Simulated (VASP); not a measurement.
# CdSe (Cadmoselite) (P6_3mc) in VASP: further runs

Aim: see how the results for CdSe (Cadmoselite) move with the level of theory and the settings. Levels: PBE, PBEsol. Tasks: single point.

Everything below comes from runs of VASP 6.6.1. Logs are shortened: lines on timing, memory, paths and dates and some standing lists are left out, and cuts for length are marked.

**The experiment to reproduce.**

A printed reference work, data compilation reports, for a bulk crystal of CdSe at 2 K: band gap 1.841 eV.

The results are compared with them further down.

## (1) Starting point

Symmetry: P6_3mc, No. 186, hexagonal system. The conventional cell has a = 4.300 Å, b = 4.300 Å, c = 7.020 Å, α = 90.00°, β = 90.00°, γ = 120.00°. Around Cd (site symmetry 3m) lie 4 Se at 2.61 to 2.70 Å. Around Se (site symmetry 3m) lie 4 Cd at 2.61 to 2.70 Å.

## (2) Single point, PBE

Input file INCAR:

```
PREC     = Accurate       # precision mode
ENCUT    = 520            # plane-wave cutoff, eV
EDIFF    = 1E-7           # SCF threshold, eV
ISMEAR   = -1             # smearing method
SIGMA    = 0.05           # smearing width, eV
LREAL    = False          # projectors in reciprocal space
LASPH    = True           # aspherical terms in the spheres
NELM     = 100            # most SCF steps
ALGO     = Normal         # electronic algorithm
ISIF     = 2              # what is computed and relaxed
LWAVE    = False          # write WAVECAR
LCHARG   = False          # write CHGCAR
GGA      = PE             # functional
NBANDS   = 26             # bands
```

Input file KPOINTS:

```
Automatic mesh
0
Gamma
  7 7 4
```

Input file POSCAR:

```
CdSe
1.0
    4.3000000000      0.0000000000      0.0000000000
   -2.1500000000      3.7239092363      0.0000000000
    0.0000000000      0.0000000000      7.0200000000
Cd Se
2 2
Direct
    0.6666666667      0.3333333333      0.5000000000
    0.3333333333      0.6666666667      0.0000000000
    0.6666666667      0.3333333333      0.8850000000
    0.3333333333      0.6666666667      0.3850000000
```

Potentials or basis: VASP PAW PBE potentials, release 64 (Cd, Se).

Command:

```sh
$ cat potpaw_PBE.64/Cd/POTCAR potpaw_PBE.64/Se/POTCAR > POTCAR
$ mpirun -np 1 vasp_std > vasp.out
```

OUTCAR:

```text
PREC = Accurate
   ENCUT = 520
   EDIFF = 1E-7
   ISMEAR = -1
   LREAL = False
   LASPH = True
   NELM = 100
   ISIF = 2
   GGA = PE

 ion  position               nearest neighbor table
   1  0.667  0.333  0.500-   4 2.61   4 2.61   4 2.61   3 2.70
   2  0.333  0.667  0.000-   3 2.61   3 2.61   3 2.61   4 2.70
   3  0.667  0.333  0.885-   2 2.61   2 2.61   2 2.61   1 2.70
   4  0.333  0.667  0.385-   1 2.61   1 2.61   1 2.61   2 2.70

  LATTYP: Found a hexagonal cell.
 ALAT       =     4.3000000000
 C/A-ratio  =     1.6325581395

  Lattice vectors:

 A1 = (   4.3000000000,   0.0000000000,   0.0000000000)
 A2 = (  -2.1500000000,   3.7239092363,   0.0000000000)
 A3 = (   0.0000000000,   0.0000000000,   7.0200000000)

Analysis of symmetry for initial positions (statically):
=====================================================================
 Subroutine PRICEL returns:
 Original cell was already a primitive cell.

 Routine SETGRP: Setting up the symmetry group for a
 hexagonal supercell.

 Subroutine GETGRP returns: Found 12 space group operations
 (whereof  6 operations were pure point group operations)
 out of a pool of 24 trial point group operations.

The static configuration has the point symmetry C_3v.
 The point group associated with its full space group is C_6v.

Analysis of symmetry for dynamics (positions and initial velocities):
=====================================================================
 Subroutine PRICEL returns:
 Original cell was already a primitive cell.

 Routine SETGRP: Setting up the symmetry group for a
 hexagonal supercell.

 Subroutine GETGRP returns: Found 12 space group operations
 (whereof  6 operations were pure point group operations)
 out of a pool of 24 trial point group operations.

The dynamic configuration has the point symmetry C_3v.
 The point group associated with its full space group is C_6v.

 Subroutine INISYM returns: Found 12 space group operations
 (whereof  6 operations are pure point group operations),
 and found     1 'primitive' translations

----------------------------------------------------------------------------------------

                                     Primitive cell

  volume of cell :     112.4099

  direct lattice vectors                    reciprocal lattice vectors
     4.300000000  0.000000000  0.000000000     0.232558140  0.134267504  0.000000000
    -2.150000000  3.723909236  0.000000000     0.000000000  0.268535009  0.000000000
     0.000000000  0.000000000  7.020000000     0.000000000  0.000000000  0.142450142

  length of vectors
     4.300000000  4.300000000  7.020000000     0.268535009  0.268535009  0.142450142

  position of ions in fractional coordinates (direct lattice)
     0.666666667  0.333333333  0.500000000
     0.333333333  0.666666667  0.000000000
     0.666666667  0.333333333  0.885000000
     0.333333333  0.666666667  0.385000000

  ion indices of the primitive-cell ions
   primitive index   ion index
                 1           1
                 2           2
                 3           3
                 4           4

----------------------------------------------------------------------------------------

 KPOINTS: Automatic mesh

Automatic generation of k-mesh.
 Grid dimensions read from file:
 generate k-points for:    7    7    4

 Generating k-lattice:

  Cartesian coordinates                     Fractional coordinates (reciprocal lattice)
     0.033222591  0.019181072  0.000000000     0.142857143  0.000000000  0.000000000
     0.000000000  0.038362144  0.000000000     0.000000000  0.142857143  0.000000000
     0.000000000  0.000000000  0.035612536     0.000000000  0.000000000  0.250000000

  Length of vectors
     0.038362144  0.038362144  0.035612536

  Shift w.r.t. Gamma in fractional coordinates (k-lattice)
     0.000000000  0.000000000  0.000000000

 Subroutine IBZKPT returns following result:
 ===========================================

 Found     24 irreducible k-points:

 Following reciprocal coordinates:
            Coordinates               Weight
  0.000000  0.000000  0.000000      1.000000
  0.142857  0.000000  0.000000      6.000000
  0.285714 -0.000000  0.000000      6.000000
  0.428571 -0.000000  0.000000      6.000000
  0.142857  0.142857  0.000000      6.000000
  0.285714  0.142857  0.000000     12.000000
[... 16 lines left out ...]
  0.428571  0.142857  0.500000      6.000000
  0.285714  0.285714  0.500000      6.000000
   k-points           NKPTS =     24   k-points in BZ     NKDIM =     24   number of bands    NBANDS=     26
   number of dos      NEDOS =    301   number of ions     NIONS =      4
   total plane-waves  NPLWV =  55296
   dimension x,y,z NGX =    32 NGY =   32 NGZ =   54
   dimension x,y,z NGXF=    64 NGYF=   64 NGZF=  108
   ions per type =               2   2
   NGX,Y,Z   is equivalent  to a cutoff of  12.37, 12.37, 12.79 a.u.
   NGXF,Y,Z  is equivalent  to a cutoff of  24.74, 24.74, 25.58 a.u.
 SYSTEM =  unknown system
   PREC   = accura    normal or accurate (medium, high low for compatibility)
   ISTART =      0    job   : 0-new  1-cont  2-samecut
   ICHARG =      2    charge: 1-file 2-atom 10-const
   ISPIN  =      1    spin polarized calculation?
   LNONCOLLINEAR =      F non collinear calculations
   LSORBIT =      F    spin-orbit coupling
   LASPH  =      T    aspherical Exc in radial PAW
   ENCUT  =  520.0 eV  38.22 Ry    6.18 a.u.   8.00  8.00 13.05*2*pi/ulx,y,z
   NELM   =    100;   NELMIN=  2; NELMDL= -5     # of ELM steps
   EDIFF  = 0.1E-06   stopping-criterion for ELM
   LREAL  =      F    real-space projection
   EDIFFG = 0.1E-05   stopping-criterion for IOM
   NSW    =      0    number of steps for IOM
   IBRION =     -1    ionic relax: 0-MD 1-quasi-New 2-CG
   NFREE  =      0    steps in history (QN), initial steepest desc. (CG)
   ISIF   =      2    stress and relaxation
   ISYM   =      2    0-nonsym 1-usesym 2-fastsym
   POTIM  = 0.5000    time-step for ionic-motion
   TEBEG  =    0.0;   TEEND  =   0.0 temperature during run
   PSTRESS=    0.0 pullay stress
   NELECT =      36.0000    total number of electrons
   NUPDOWN=      -1.0000    fix difference up-down
   EMIN   =  10.00;   EMAX   =-10.00  energy-range for DOS
   EFERMI =   0.00;   METHOD = LEGACY
   ISMEAR =    -1;   SIGMA  =   0.05  broadening in eV -4-tet -1-fermi 0-gaus
   EFERMI_NEDOS =   21; number of points for ismear=-14 and -15
   IALGO  =     38    algorithm
   IMIX   =      4    mixing-type and parameters
     AMIX     =   0.40;   BMIX     =  1.00
     AMIX_MAG =   1.60;   BMIX_MAG =  1.00
  volume/ion in A,a.u.               =      28.10       189.64
  Fermi-wavevector in a.u.,A,eV,Ry     =   1.120059  2.116604 17.068937  1.254531
  Thomas-Fermi vector in A             =   2.256702
   LORBIT       =      0    0 simple, 1 ext, 2 COOP (PROOUT), +10 PAW based schemes
   GGA     = PE    functional components
   LHFCALC =     F    Hartree Fock is set to
   AEXX    =    0.0000 exact exchange contribution
   IVDW    =     0    specifies the selected vdW correction
   LEPSILON=     F    determine dielectric tensor
   LRPA    =     F    only Hartree local field effects (RPA)
 non-spin polarized calculation
  energy-cutoff  :      520.00
  volume of cell :      112.41
 maximum number of plane-waves:      3042
 NGX is ok and might be reduce to    32
   NGX = 15   NGY = 15   NGZ = 27

 number of electron      35.9999998 magnetization

 Free energy of the ion-electron system (eV)
  ---------------------------------------------------
  ext. energy  EPLUGINS =         0.00000000
  ---------------------------------------------------
  free energy    TOTEN  =       -10.90422589 eV

  energy without entropy =      -10.90421094  energy(sigma->0) =      -10.90421841

 E-fermi :   1.3216     XC(G=0):  -8.8818

 val. band max:        0.9366646402   @ k =   0.0000   0.0000   0.0000
 cond. band min:       1.6392187998   @ k =   0.0000   0.0000   0.0000
 fundamental gap:      0.7025541596
 Fermi energy:         1.3215875870

 k-point     1 :       0.0000    0.0000    0.0000
  band No.  band energies     occupation
      1     -11.6578      2.00000
      2     -11.2917      2.00000
      3      -6.9991      2.00000
      4      -6.9991      2.00000
      5      -6.9435      2.00000
      6      -6.9435      2.00000
[... 18 lines left out ...]
     25       7.9283      0.00000
     26       8.6659      0.00000

 k-point     2 :       0.1429    0.0000    0.0000
  band No.  band energies     occupation
      1     -11.5946      2.00000
      2     -11.2612      2.00000
      3      -6.9729      2.00000
      4      -6.9619      2.00000
      5      -6.9147      2.00000
      6      -6.9105      2.00000
[... 18 lines left out ...]
     25       8.2895      0.00000
     26       8.4171      0.00000

 k-point     3 :       0.2857   -0.0000    0.0000
  band No.  band energies     occupation
      1     -11.4440      2.00000
      2     -11.1993      2.00000
      3      -6.9206      2.00000
      4      -6.9070      2.00000
      5      -6.8356      2.00000
      6      -6.8113      2.00000
[... 18 lines left out ...]
     25       8.5966      0.00000
     26       8.9502      0.00000

 k-point     4 :       0.4286   -0.0000    0.0000
  band No.  band energies     occupation
      1     -11.3052      2.00000
      2     -11.1658      2.00000
      3      -6.8886      2.00000
      4      -6.8864      2.00000
      5      -6.7770      2.00000
      6      -6.7312      2.00000
[... 18 lines left out ...]
     25       8.8673      0.00000
     26      10.1340      0.00000

 k-point     5 :       0.1429    0.1429    0.0000
  band No.  band energies     occupation
      1     -11.4875      2.00000
      2     -11.2152      2.00000
      3      -6.9372      2.00000
      4      -6.9130      2.00000
      5      -6.8583      2.00000
      6      -6.8465      2.00000
[... 18 lines left out ...]
     25       8.6836      0.00000
     26       8.9519      0.00000

 k-point     6 :       0.2857    0.1429    0.0000
  band No.  band energies     occupation
      1     -11.3397      2.00000
      2     -11.1708      2.00000
      3      -6.9066      2.00000
      4      -6.8680      2.00000
      5      -6.7939      2.00000
      6      -6.7691      2.00000
[... 427 lines left out ...]
 k-point    21 :       0.1429    0.1429    0.5000
  band No.  band energies     occupation
      1     -11.3470      2.00000
      2     -11.3470      2.00000
      3      -6.9045      2.00000
      4      -6.9045      2.00000
      5      -6.8800      2.00000
      6      -6.8800      2.00000
[... 18 lines left out ...]
     25       8.3791      0.00000
     26       8.3791      0.00000

 k-point    22 :       0.2857    0.1429    0.5000
  band No.  band energies     occupation
      1     -11.2488      2.00000
      2     -11.2488      2.00000
      3      -6.8558      2.00000
      4      -6.8558      2.00000
      5      -6.8308      2.00000
      6      -6.8308      2.00000
[... 18 lines left out ...]
     25       8.6983      0.00000
     26       8.6983      0.00000

 k-point    23 :       0.4286    0.1429    0.5000
  band No.  band energies     occupation
      1     -11.2051      2.00000
      2     -11.2051      2.00000
      3      -6.8366      2.00000
      4      -6.8366      2.00000
      5      -6.8231      2.00000
      6      -6.8231      2.00000
[... 18 lines left out ...]
     25       9.3336      0.00000
     26       9.3336      0.00000

 k-point    24 :       0.2857    0.2857    0.5000
  band No.  band energies     occupation
      1     -11.1951      2.00000
      2     -11.1951      2.00000
      3      -6.8292      2.00000
      4      -6.8292      2.00000
      5      -6.8103      2.00000
      6      -6.8103      2.00000
[... 18 lines left out ...]
     25       9.0074      0.00000
     26       9.0074      0.00000

------------------------ aborting loop because EDIFF is reached ----------------------------------------

  FORCE on cell =-STRESS in cart. coord.  units (eV):
  Direction    XX          YY          ZZ          XY          YZ          ZX
  --------------------------------------------------------------------------------------
  -------------------------------------------------------------------------------------
  Total        2.8366446      2.8366446      1.3607850      0.0000000      0.0000000      0.0000000
  in kB       40.4306624     40.4306624     19.3952528      0.0000000      0.0000000      0.0000000
  external PRESSURE =      33.4188592 kB  Pullay stress =       0.0000000 kB

 VOLUME and BASIS-vectors are now :
 -----------------------------------------------------------------------------
  energy-cutoff  :      520.00
  volume of cell :      112.41
      direct lattice vectors                 reciprocal lattice vectors
     4.300000000  0.000000000  0.000000000     0.232558140  0.134267504  0.000000000
    -2.150000000  3.723909236  0.000000000     0.000000000  0.268535009  0.000000000
     0.000000000  0.000000000  7.020000000     0.000000000  0.000000000  0.142450142

 POSITION                                       TOTAL-FORCE (eV/Angst)
 -----------------------------------------------------------------------------------
      2.15000      1.24130      3.51000        -0.000000      0.000000      0.291258
     -0.00000      2.48261      0.00000         0.000000     -0.000000      0.291258
      2.15000      1.24130      6.21270        -0.000000      0.000000     -0.291258
     -0.00000      2.48261      2.70270        -0.000000     -0.000000     -0.291258
 -----------------------------------------------------------------------------------
    total drift:                               -0.000000     -0.000000      0.000089

  FREE ENERGIE OF THE ION-ELECTRON SYSTEM (eV)
  ---------------------------------------------------
  free  energy   TOTEN  =       -10.9042258890 eV

  energy  without entropy=      -10.9042109375  energy(sigma->0) =      -10.90421841
```

It took 67 s on 1 thread of Intel Xeon Platinum 8488C (Sapphire Rapids), shared host; peak memory 0.24 GiB.

What came out:

```yaml
Free_energy: -10.9042 eV
Pressure: 3.3 GPa
Largest_force: 0.291 eV/Å
Band_gap_on_the_k_mesh: 0.70 eV, direct
```

Forces in eV/Å, atoms in the order of the input:
```
Cd   0.000  0.000  0.291
Cd   0.000  0.000  0.291
Se   0.000  0.000 -0.291
Se   0.000  0.000 -0.291
```

(Continued in part 2 of 2.)
